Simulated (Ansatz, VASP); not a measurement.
## Two plane-wave programs on Pt

File INCAR:

```
  PREC = Accurate
  ENCUT = 520
  EDIFF = 1E-6
  ISMEAR = 0
  SIGMA = 0.1
  LREAL = F
  LASPH = T
  NELM = 60
  ALGO = Normal
  ISIF = 2
  LWAVE = F
  LCHARG = T
  GGA = PS
  LELF = T
  LVHAR = T
  NBANDS = 11
```

Contents of KPOINTS:

```
regular mesh
0
Gamma
  18 18 18
```

The input POSCAR:

```
Pt
1.0
    0.0000000000      1.8907683675      1.8907683675
    1.8907683675      0.0000000000      1.8907683675
    1.8907683675      1.8907683675      0.0000000000
Pt
1
Direct
    0.0000000000      0.0000000000      0.0000000000
```

Input for Ansatz:

```yaml
crystal:
  lattice:
    - [0.0, 1.8907683675, 1.8907683675]
    - [1.8907683675, 0.0, 1.8907683675]
    - [1.8907683675, 1.8907683675, 0.0]
  atoms:
    - { symbol: Pt, position: [0.0, 0.0, 0.0] }
basis:
  ecutwfc: 420
kpoints:
  mp_grid: { grid: [18, 18, 18] }
hamiltonian:
  xc: pbesol
scf:
  occupations: { method: gaussian, width: 0.1 }
output:
  forces: true
  stress: true
  eigenvalues: true
  write_density: true
  write_potential: true
  elf: true
  volumetric_format: npy
```

Alike in both runs: task single point; functional PBEsol; k mesh 18 × 18 × 18; occupations gaussian, width 0.1 eV; no spin polarisation.

|  | VASP | Ansatz |
| --- | --- | --- |
| version | VASP 6.6.1 | Ansatz 0.2.0 |
| potentials or method | VASP PAW PBE potentials, release 64 (Pt) | scalar-relativistic, plane waves, PAW |
| plane-wave cutoff (eV) | 520 | 420 |
| valence electrons in the cell | 10 | 18 |

VASP gave:

```
gap on the k mesh at the Fermi level (eV) : none
pressure (GPa)                            : 40.3
```

Problem. Which values does Ansatz return?

Solution. gap on the k mesh at the Fermi level (eV): none; pressure (GPa): 40.6.

A gap of «none» marks a metal or a gap that the smearing closes. The two sets of potentials don't hold the same shells in valence.

Caveats: so large a pressure means that the cell lies far from this level's equilibrium, or that cutoff or potentials fall short (VASP); the potentials were made for another functional, which shifts forces and pressure (VASP). The runs have no spin-orbit coupling, so splittings on Pt are missing.
